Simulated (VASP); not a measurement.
Set up this calculation in VASP 6.6.1, as the native input.

```
Task                   : electron localisation function
Functional             : BLYP
Potentials or basis    : VASP PAW PBE potentials, release 64 (Cd, S)
Cutoff                 : 520 eV
k mesh                 : 8 × 8 × 8
Occupations            : tetrahedron
Spin                   : no spin polarisation
Further INCAR settings : ALGO = Normal; EDIFF = 1e-07
```

The structure of CdS (Hawleyite) lies in POSCAR:

```
CdS
1.0
    0.0000000000      2.9165000000      2.9165000000
    2.9165000000      0.0000000000      2.9165000000
    2.9165000000      2.9165000000      0.0000000000
Cd S
1 1
Cartesian
    0.0554018340     -0.0400960420      0.0351379920
    4.3655805240      4.3702381745      4.3625561135
```

The cell isn't the ideal one: atoms moved at random, drawn with an rms of 0.05 Å.

One way to write it, as run:

INCAR

```
PREC = Accurate
ENCUT = 520
EDIFF = 1E-7
ISMEAR = -5
SIGMA = 0.05
LREAL = F
LASPH = T
NELM = 80
ALGO = Normal
ISIF = 2
LWAVE = F
LCHARG = T
GGA = B5
ALDAX = 1.0
AGGAX = 1.0
AGGAC = 1.0
ALDAC = 0.0
LELF = T
```

KPOINTS

```
Automatic mesh
0
Gamma
  8 8 8
```

Potentials or basis: VASP PAW PBE potentials, release 64 (Cd, S).

Run with:

```sh
$ cat potpaw_PBE.64/Cd/POTCAR potpaw_PBE.64/S/POTCAR > POTCAR
$ mpirun -np 1 vasp_std > vasp.out
```

Results of the run:

* Pressure: 6.7 GPa
* Largest force: 0.578 eV/Å
* Band gap on the k mesh: 1.11 eV, direct

Caveat: the PAW data sets were made with another functional, which shifts forces and pressure a little.

Run time: 110 s on 1 thread of Intel(R) Xeon(R) Platinum 8488C (Sapphire Rapids), on a shared host, peak memory 0.31 GiB.
